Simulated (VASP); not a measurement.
# BAs (F-43m) in VASP: notebook

Runs on BAs. Level: PBE. Tasks: single point.

Everything below comes from runs of VASP 6.6.1. Logs are shortened: lines on timing, memory, paths and dates and some standing lists are left out, and cuts for length are marked.

## (1) Starting point

Symmetry: F-43m, No. 216, cubic system. The conventional cell has a = 4.777 Å, b = 4.777 Å, c = 4.777 Å, α = 90.00°, β = 90.00°, γ = 90.00°. Around B (site symmetry -43m) lie 4 As at 2.07 Å. As (site symmetry -43m) has 4 B at 2.07 Å as nearest neighbours.

## (2) Single point, PBE

INCAR reads:

```
SYSTEM = BAs
  PREC = Accurate
  ENCUT = 520
  EDIFF = 1E-7
  ISMEAR = 0
  SIGMA = 0.02
  LREAL = .FALSE.
  LASPH = .TRUE.
  NELM = 80
  ALGO = Normal
  ISIF = 2
  LWAVE = .FALSE.
  LCHARG = .FALSE.
  GGA = PE
  NBANDS = 11
```

KPOINTS reads:

```
Automatic mesh
0
G
  4 4 4
  0 0 0
```

POSCAR reads:

```
BAs
1.0
    0.0000000000      2.3885000000      2.3885000000
    2.3885000000      0.0000000000      2.3885000000
    2.3885000000      2.3885000000      0.0000000000
B As
1 1
Direct
    0.0000000000      0.0000000000      0.0000000000
    0.2500000000      0.2500000000      0.2500000000
```

Potentials or basis: VASP PAW PBE potentials, release 64 (B, As).

On the command line:

```sh
$ cat potpaw_PBE.64/B/POTCAR potpaw_PBE.64/As/POTCAR > POTCAR
$ mpirun -np 1 vasp_std > vasp.out
```

OUTCAR:

```text
SYSTEM = BAs
   PREC = Accurate
   ENCUT = 520
   EDIFF = 1E-7
   ISMEAR = 0
   LREAL = .FALSE.
   LASPH = .TRUE.
   NELM = 80
   ISIF = 2
   GGA = PE

 ion  position               nearest neighbor table
   1  0.000  0.000  0.000-   2 2.07   2 2.07   2 2.07   2 2.07
   2  0.250  0.250  0.250-   1 2.07   1 2.07   1 2.07   1 2.07

  LATTYP: Found a face centered cubic cell.
 ALAT       =     4.7770000000

  Lattice vectors:

 A1 = (   0.0000000000,   2.3885000000,   2.3885000000)
 A2 = (   2.3885000000,   0.0000000000,   2.3885000000)
 A3 = (   2.3885000000,   2.3885000000,   0.0000000000)

Analysis of symmetry for initial positions (statically):
=====================================================================
 Subroutine PRICEL returns:
 Original cell was already a primitive cell.

 Routine SETGRP: Setting up the symmetry group for a
 face centered cubic supercell.

 Subroutine GETGRP returns: Found 24 space group operations
 (whereof 24 operations were pure point group operations)
 out of a pool of 48 trial point group operations.

The static configuration has the point symmetry T_d .

Analysis of symmetry for dynamics (positions and initial velocities):
=====================================================================
 Subroutine PRICEL returns:
 Original cell was already a primitive cell.

 Routine SETGRP: Setting up the symmetry group for a
 face centered cubic supercell.

 Subroutine GETGRP returns: Found 24 space group operations
 (whereof 24 operations were pure point group operations)
 out of a pool of 48 trial point group operations.

The dynamic configuration has the point symmetry T_d .

 Subroutine INISYM returns: Found 24 space group operations
 (whereof 24 operations are pure point group operations),
 and found     1 'primitive' translations

----------------------------------------------------------------------------------------

                                     Primitive cell

  volume of cell :      27.2525

  direct lattice vectors                    reciprocal lattice vectors
     0.000000000  2.388500000  2.388500000    -0.209336404  0.209336404  0.209336404
     2.388500000  0.000000000  2.388500000     0.209336404 -0.209336404  0.209336404
     2.388500000  2.388500000  0.000000000     0.209336404  0.209336404 -0.209336404

  length of vectors
     3.377849094  3.377849094  3.377849094     0.362581287  0.362581287  0.362581287

  position of ions in fractional coordinates (direct lattice)
     0.000000000  0.000000000  0.000000000
     0.250000000  0.250000000  0.250000000

  ion indices of the primitive-cell ions
   primitive index   ion index
                 1           1
                 2           2

----------------------------------------------------------------------------------------

 KPOINTS: Automatic mesh

Automatic generation of k-mesh.
 Grid dimensions read from file:
 generate k-points for:    4    4    4

 Generating k-lattice:

  Cartesian coordinates                     Fractional coordinates (reciprocal lattice)
    -0.052334101  0.052334101  0.052334101     0.250000000  0.000000000  0.000000000
     0.052334101 -0.052334101  0.052334101     0.000000000  0.250000000  0.000000000
     0.052334101  0.052334101 -0.052334101     0.000000000  0.000000000  0.250000000

  Length of vectors
     0.090645322  0.090645322  0.090645322

  Shift w.r.t. Gamma in fractional coordinates (k-lattice)
     0.000000000  0.000000000  0.000000000

 Subroutine IBZKPT returns following result:
 ===========================================

 Found      8 irreducible k-points:

 Following reciprocal coordinates:
            Coordinates               Weight
  0.000000  0.000000  0.000000      1.000000
  0.250000  0.000000  0.000000      8.000000
  0.500000  0.000000  0.000000      4.000000
  0.250000  0.250000  0.000000      6.000000
  0.500000  0.250000  0.000000     24.000000
 -0.250000  0.250000  0.000000     12.000000
  0.500000  0.500000  0.000000      3.000000
 -0.250000  0.500000  0.250000      6.000000
   k-points           NKPTS =      8   k-points in BZ     NKDIM =      8   number of bands    NBANDS=     11
   number of dos      NEDOS =    301   number of ions     NIONS =      2
   total plane-waves  NPLWV =  21952
   dimension x,y,z NGX =    28 NGY =   28 NGZ =   28
   dimension x,y,z NGXF=    56 NGYF=   56 NGZF=   56
   ions per type =               1   1
   NGX,Y,Z   is equivalent  to a cutoff of  13.78, 13.78, 13.78 a.u.
   NGXF,Y,Z  is equivalent  to a cutoff of  27.56, 27.56, 27.56 a.u.
 SYSTEM =  BAs
   PREC   = accura    normal or accurate (medium, high low for compatibility)
   ISTART =      0    job   : 0-new  1-cont  2-samecut
   ICHARG =      2    charge: 1-file 2-atom 10-const
   ISPIN  =      1    spin polarized calculation?
   LNONCOLLINEAR =      F non collinear calculations
   LSORBIT =      F    spin-orbit coupling
   LASPH  =      T    aspherical Exc in radial PAW
   ENCUT  =  520.0 eV  38.22 Ry    6.18 a.u.   6.28  6.28  6.28*2*pi/ulx,y,z
   NELM   =     80;   NELMIN=  2; NELMDL= -5     # of ELM steps
   EDIFF  = 0.1E-06   stopping-criterion for ELM
   LREAL  =      F    real-space projection
   EDIFFG = 0.1E-05   stopping-criterion for IOM
   NSW    =      0    number of steps for IOM
   IBRION =     -1    ionic relax: 0-MD 1-quasi-New 2-CG
   NFREE  =      0    steps in history (QN), initial steepest desc. (CG)
   ISIF   =      2    stress and relaxation
   ISYM   =      2    0-nonsym 1-usesym 2-fastsym
   POTIM  = 0.5000    time-step for ionic-motion
   TEBEG  =    0.0;   TEEND  =   0.0 temperature during run
   PSTRESS=    0.0 pullay stress
   NELECT =       8.0000    total number of electrons
   NUPDOWN=      -1.0000    fix difference up-down
   EMIN   =  10.00;   EMAX   =-10.00  energy-range for DOS
   EFERMI =   0.00;   METHOD = LEGACY
   ISMEAR =     0;   SIGMA  =   0.02  broadening in eV -4-tet -1-fermi 0-gaus
   EFERMI_NEDOS =   21; number of points for ismear=-14 and -15
   IALGO  =     38    algorithm
   IMIX   =      4    mixing-type and parameters
     AMIX     =   0.40;   BMIX     =  1.00
     AMIX_MAG =   1.60;   BMIX_MAG =  1.00
  volume/ion in A,a.u.               =      13.63        91.95
  Fermi-wavevector in a.u.,A,eV,Ry     =   1.088018  2.056057 16.106360  1.183784
  Thomas-Fermi vector in A             =   2.224191
   LORBIT       =      0    0 simple, 1 ext, 2 COOP (PROOUT), +10 PAW based schemes
   GGA     = PE    functional components
   LHFCALC =     F    Hartree Fock is set to
   AEXX    =    0.0000 exact exchange contribution
   IVDW    =     0    specifies the selected vdW correction
   LEPSILON=     F    determine dielectric tensor
   LRPA    =     F    only Hartree local field effects (RPA)
 non-spin polarized calculation
 Gauss-broadening in eV      SIGMA  =   0.02
  energy-cutoff  :      520.00
  volume of cell :       27.25
 maximum number of plane-waves:       754
 NGX is ok and might be reduce to    28
   NGX = 13   NGY = 13   NGZ = 13

 number of electron       8.0000000 magnetization

 Free energy of the ion-electron system (eV)
  ---------------------------------------------------
  ext. energy  EPLUGINS =         0.00000000
  ---------------------------------------------------
  free energy    TOTEN  =       -11.22780396 eV

  energy without entropy =      -11.22780396  energy(sigma->0) =      -11.22780396

 E-fermi :   6.2931     XC(G=0): -10.5627

 val. band max:        6.1662171971   @ k =   0.0000   0.0000   0.0000
 cond. band min:       7.5762290991   @ k =   0.5000   0.5000   0.0000
 fundamental gap:      1.4100119020
 Fermi energy:         6.2930690639

 k-point     1 :       0.0000    0.0000    0.0000
  band No.  band energies     occupation
      1      -9.2470      2.00000
      2       6.1662      2.00000
      3       6.1662      2.00000
      4       6.1662      2.00000
      5       9.4259      0.00000
      6       9.4259      0.00000
      7       9.4259      0.00000
      8      10.8562      0.00000
      9      15.7439      0.00000
     10      19.0908      0.00000
     11      19.0908      0.00000

 k-point     2 :       0.2500    0.0000    0.0000
  band No.  band energies     occupation
      1      -8.2451      2.00000
      2       1.2185      2.00000
      3       5.0130      2.00000
      4       5.0130      2.00000
      5       9.2265      0.00000
      6      10.8035      0.00000
      7      10.8035      0.00000
      8      14.0659      0.00000
      9      17.3698      0.00000
     10      17.3698      0.00000
     11      17.4511      0.00000

 k-point     3 :       0.5000    0.0000    0.0000
  band No.  band energies     occupation
      1      -6.3732      2.00000
      2      -2.6348      2.00000
      3       4.3397      2.00000
      4       4.3397      2.00000
      5       8.8534      0.00000
      6      10.9282      0.00000
      7      10.9282      0.00000
      8      15.0217      0.00000
      9      18.8854      0.00000
     10      20.7204      0.00000
     11      20.7204      0.00000

 k-point     4 :       0.2500    0.2500    0.0000
  band No.  band energies     occupation
      1      -7.9002      2.00000
      2       2.0640      2.00000
      3       3.4533      2.00000
      4       3.4533      2.00000
      5       7.8076      0.00000
      6      10.6719      0.00000
      7      13.5528      0.00000
      8      13.5528      0.00000
      9      16.4414      0.00000
     10      19.9946      0.00000
     11      20.5827      0.00000

 k-point     5 :       0.5000    0.2500    0.0000
  band No.  band energies     occupation
      1      -5.9674      2.00000
      2      -1.5622      2.00000
      3       1.4201      2.00000
      4       2.9803      2.00000
      5       8.5410      0.00000
      6      12.0024      0.00000
      7      13.8324      0.00000
      8      14.0626      0.00000
      9      18.1575      0.00000
     10      21.1533      0.00000
     11      21.9001      0.00000

 k-point     6 :      -0.2500    0.2500    0.0000
  band No.  band energies     occupation
      1      -6.7257      2.00000
      2      -0.4851      2.00000
      3       1.0619      2.00000
      4       4.1924      2.00000
      5       9.6677      0.00000
      6      12.2644      0.00000
      7      13.1260      0.00000
      8      13.5500      0.00000
      9      16.5067      0.00000
     10      18.3017      0.00000
     11      21.7972      0.00000

 k-point     7 :       0.5000    0.5000    0.0000
  band No.  band energies     occupation
      1      -5.0553      2.00000
      2      -2.3719      2.00000
      3       2.0757      2.00000
      4       2.0757      2.00000
      5       7.5762      0.00000
      6       7.5935      0.00000
      7      17.5309      0.00000
      8      17.5309      0.00000
      9      19.0393      0.00000
     10      23.4361      0.00000
     11      23.9642      0.00000

 k-point     8 :      -0.2500    0.5000    0.2500
  band No.  band energies     occupation
      1      -4.8937      2.00000
      2      -1.9040      2.00000
      3       0.6616      2.00000
      4       0.9569      2.00000
      5      11.4011      0.00000
      6      12.0994      0.00000
      7      12.9513      0.00000
      8      13.1855      0.00000
      9      18.4492      0.00000
     10      21.6957      0.00000
     11      21.8419      0.00000

------------------------ aborting loop because EDIFF is reached ----------------------------------------

  FORCE on cell =-STRESS in cart. coord.  units (eV):
  Direction    XX          YY          ZZ          XY          YZ          ZX
  --------------------------------------------------------------------------------------
  -------------------------------------------------------------------------------------
  Total        0.6865795      0.6865795      0.6865795      0.0000000      0.0000000     -0.0000000
  in kB       40.3641405     40.3641405     40.3641405      0.0000000      0.0000000     -0.0000000
  external PRESSURE =      40.3641405 kB  Pullay stress =       0.0000000 kB

 VOLUME and BASIS-vectors are now :
 -----------------------------------------------------------------------------
  energy-cutoff  :      520.00
  volume of cell :       27.25
      direct lattice vectors                 reciprocal lattice vectors
     0.000000000  2.388500000  2.388500000    -0.209336404  0.209336404  0.209336404
     2.388500000  0.000000000  2.388500000     0.209336404 -0.209336404  0.209336404
     2.388500000  2.388500000  0.000000000     0.209336404  0.209336404 -0.209336404

 POSITION                                       TOTAL-FORCE (eV/Angst)
 -----------------------------------------------------------------------------------
      0.00000      0.00000      0.00000        -0.000000     -0.000000     -0.000000
      1.19425      1.19425      1.19425         0.000000      0.000000      0.000000
 -----------------------------------------------------------------------------------
    total drift:                               -0.000000     -0.000000     -0.000000

  FREE ENERGIE OF THE ION-ELECTRON SYSTEM (eV)
  ---------------------------------------------------
  free  energy   TOTEN  =       -11.2278039633 eV

  energy  without entropy=      -11.2278039633  energy(sigma->0) =      -11.22780396
```

It took 6.9 s on 1 thread of AMD EPYC 7R43 (Zen 3), shared host; peak memory 0.11 GiB.

Results:

```yaml
Free_energy: -11.2278 eV
Pressure: 4.0 GPa
Band_gap_on_the_k_mesh: 1.41 eV, indirect (least direct gap 3.26 eV)
```

Levels at points of the mesh, in eV from the valence-band top:
| k point | band 1 | band 2 | band 3 | band 4 | band 5 | band 6 | band 7 | band 8 |
| --- | --- | --- | --- | --- | --- | --- | --- | --- |
| (0.00, 0.00, 0.00) | -15.41 | 0.00 | 0.00 | 0.00 | 3.26 | 3.26 | 3.26 | 4.69 |
| (0.50, 0.00, 0.00) | -12.54 | -8.80 | -1.83 | -1.83 | 2.69 | 4.76 | 4.76 | 8.86 |
| (0.50, 0.50, 0.00) | -11.22 | -8.54 | -4.09 | -4.09 | 1.41 | 1.43 | 11.36 | 11.36 |

Caveat: the k mesh is coarse (spacing up to 0.57 Å⁻¹), so the values aren't converged. A k mesh can miss the band edges.

## (3) Single point, PBE

INCAR is that of step 2.

KPOINTS reads:

```
Automatic mesh
0
G
  6 6 6
  0 0 0
```

POSCAR is that of step 2.

Potentials or basis: VASP PAW PBE potentials, release 64 (B, As).

On the command line:

```sh
$ cat potpaw_PBE.64/B/POTCAR potpaw_PBE.64/As/POTCAR > POTCAR
$ mpirun -np 1 vasp_std > vasp.out
```

Wall time 11 s (1 thread of AMD EPYC 7R43 (Zen 3), shared host); peak memory 0.12 GiB.

It converged, with:

```yaml
Free_energy: -11.3877 eV
Pressure: 3.5 GPa
Band_gap_on_the_k_mesh: 1.27 eV, indirect (least direct gap 3.27 eV)
```

Levels at points of the mesh, in eV from the valence-band top:
```tsv
k point	band 2	band 3	band 4	band 5	band 6	band 7
(0.00, 0.00, 0.00)	0.00	0.00	0.00	3.27	3.27	3.27
(0.50, 0.00, 0.00)	-8.79	-1.82	-1.82	2.69	4.78	4.78
(0.50, 0.50, 0.00)	-8.53	-4.08	-4.08	1.42	1.44	11.37
```

A k mesh can miss the band edges.
